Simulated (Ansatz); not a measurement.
**AgCl at 25 GPa: from Born charge to LO–TO splitting and polaron coupling**

Computed with DFT PBEsol, scalar-relativistic, plane waves, PAW in Ansatz. Plane waves to 420 eV; Γ-centred k mesh 10×10×10; fixed occupations. No spin polarisation. Phonons by linear response, acoustic sum rule imposed.

The cell, relaxed at 25 GPa:
```cif
data_structure
_symmetry_space_group_name_H-M 'Fm-3m'
_symmetry_Int_Tables_number 225
_cell_length_a 5.0339
_cell_length_b 5.0339
_cell_length_c 5.0339
_cell_angle_alpha 90.000
_cell_angle_beta 90.000
_cell_angle_gamma 90.000
_cell_volume 127.56
loop_
_atom_site_label
_atom_site_type_symbol
_atom_site_symmetry_multiplicity
_atom_site_Wyckoff_symbol
_atom_site_fract_x
_atom_site_fract_y
_atom_site_fract_z
_atom_site_occupancy
Ag1 Ag 4 b 0.50000 0.00000 0.00000 1
Cl1 Cl 4 a 0.00000 0.00000 0.00000 1
```

Other phases may be more stable at this pressure. The bands were filled as in an insulator; under compression the gap may have closed between mesh points.

Linear response gives ν_TO = 223.8 cm⁻¹, Born charges ±1.309 e (positive on Ag) and ε∞ = 6.598. The primitive cell holds 31.889 Å³, and the masses are 107.868 and 35.450 amu.

Task: Find ν_LO and the static dielectric constant.

Result: The long-wave field adds a restoring force: ω_LO² − ω_TO² = Z*²e²/(ε_vac ε∞ μV). In these units ν_LO² − ν_TO² = 4.92064×10⁷ Z*²/(μ V ε∞) cm⁻², with μ = m₁m₂/(m₁ + m₂) = 26.681 amu: 15025 cm⁻². So ν_LO = √(223.8² + 15025) = 255.1 cm⁻¹, and the run gives 255.1. Lyddane–Sachs–Teller then gives ε0 = ε∞ (ν_LO/ν_TO)² = 8.58, against 8.58 in the run (it forms both from the same three quantities, so the match checks the arithmetic only). Between ν_TO and ν_LO the dielectric function is negative and an undamped crystal reflects fully: a reststrahlen band from 39.2 to 44.7 μm.

Task: What do the Clausius–Mossotti polarisability and the Szigeti charge come to?

Result: With the Lorentz local field, α = (3V/4π)(ε∞ − 1)/(ε∞ + 2) = 4.96 Å³ for the pair, and e_S = 3Z*/(ε∞ + 2) = 0.46 e. The Born charge includes the electrons' response to the dipole's own local field, and e_S takes that enhancement out. The Lorentz field assumes point-like polarisable ions, a poor picture once ε∞ is this large, since the electron clouds then overlap or are shared, so both numbers are formal here.

Task: How strongly does a slow electron couple to the LO mode?

Result: For one isotropic parabolic band, Fröhlich's constant is α_F = (1/ε∞ − 1/ε0) √(m* Ry/ħω_LO), with Ry = 13.606 eV, ħω_LO = 31.6 meV and m* in free-electron masses: α_F = 0.0350 × 20.74 × √m* = 0.73 √m*. The band mass isn't part of this run; for m* = 0.1, 0.3 and 1 it gives 0.23, 0.40, 0.73. In weak coupling the polaron lies α_F ħω_LO below the band edge (13 meV at m* = 0.3) with a mass m*(1 + α_F/6); past α_F of about 5 or 6 that expansion fails. A semilocal functional's ε∞ tends to be too large, which taken alone lowers α_F.